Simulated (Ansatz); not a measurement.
# MgI2: a stretch of c alone

One table from this session's results is given with a row withheld; the runs are named, their logs left out.

Program: Ansatz 0.2.0. Level of theory: DFT PBEsol, scalar-relativistic, plane waves, PAW. These are calculated values, not measurements.

2 further runs of the same task are left out: 2 set aside as unsound or not needed.

## The structure to begin with

The structure is trigonal, space group P-3m1 (No. 164). Conventional cell: a = 4.131 Å, b = 4.131 Å, c = 7.024 Å, α = 90.00°, β = 90.00°, γ = 120.00°. Around Mg (site symmetry -3m) lie 6 I at 2.91 Å. Around I (site symmetry 3m) lie 3 Mg at 2.91 Å.

Structure file:

```
CELL_PARAMETERS angstrom
4.13073 0.00000 0.00000
-2.06536 3.57731 0.00000
0.00000 0.00000 7.02434
ATOMIC_POSITIONS crystal
Mg 0.00000 0.00000 0.00000
I 0.33333 0.66667 0.76251
I 0.66667 0.33333 0.23749
```

It is the result of an earlier relaxation at this level (volume 34.60 Å³/atom; gap on the mesh: 3.55 eV).

The unstrained cell was computed beforehand with the same settings: E(σ→0) = -16779.8270 eV for 3 atoms, gap 3.52 eV over the zone.

The first run:

File input.yaml:

```yaml
crystal:
  lattice:
    - [4.1307255317, 0.0, 0.0]
    - [-2.0653627658, 3.5773132465, 0.0]
    - [0.0, 0.0, 6.9189702615]
  atoms:
    - { symbol: Mg, position: [0.0, 0.0, 0.0] }
    - { symbol: I, position: [0.3333333333, 0.6666666667, 0.7625121869] }
    - { symbol: I, position: [0.6666666667, 0.3333333333, 0.2374878131] }
basis:
  ecutwfc: 420
kpoints:
  mp_grid: { grid: [6, 6, 4] }
hamiltonian:
  xc: pbesol
scf:
  occupations: { method: gaussian, width: 0.02 }
output:
  forces: true
  stress: true
  eigenvalues: true
relax:
  adjacent_minimum: "off"
  f_tol: 0.008
  max_steps: 40
```

On the command line:

```bash
$ ansatz run input.yaml --threads 1 --pin off --max-ram 2560MiB --backend cpu --events-out ev --progress --plain --runs-dir out
```

Among the steps run: At -1.5 %; Seeking the band edges at -1.5 %; At +1.5 %; The gap over the whole zone at +1.5 %; At -3.0 %; Band edges over the zone at -3.0 %; Strain +3.0 %; Band edges over the zone at +3.0 %; At -4.5 %; The gap over the whole zone at -4.5 %; At +4.5 %; The gap over the whole zone at +4.5 %.

One of the session's tables, all rows but one given; the rest of the session is left out.

Lengths are those of the vectors of the cell that was run; stresses in GPa:

| strain (%) | ΔE (meV/atom) | c (Å) |
| --- | --- | --- |
| -4.5 | 2.9 | 6.708 |
| -3.0 | 1.1 | 6.814 |
| -1.5 | ? | ? |
| +0.0 | 0.0 | 7.024 |
| +1.5 | 0.2 | 7.130 |
| +3.0 | 0.7 | 7.235 |
| +4.5 | 1.3 | 7.340 |

**Question.** Estimate the row for strain (%) = -1.5.

Worked estimate for «ΔE (meV/atom)». A straight line through the neighbours (-3.0, 1.1) and (0.0, 0.0) gives 1.1 + (0.0 − 1.1) × (-1.5 + 3.0) / (0.0 + 3.0) = 0.6; a parabola fitted to 4 rows on both sides gives 0.2.

As computed: ΔE (meV/atom): 0.2; c (Å): 6.919. In «ΔE (meV/atom)» the line misses by +0.4 and the parabola by 0.0.

ΔE is over the unstrained cell. Stress in GPa, positive in compression, on the Cartesian axes of the input.

To keep in mind: Layers here are held mostly by dispersion, which this level lacks, so their spacing and the stiffness across them are unreliable there. Warnings in the runs' records: stress scf threshold loose.
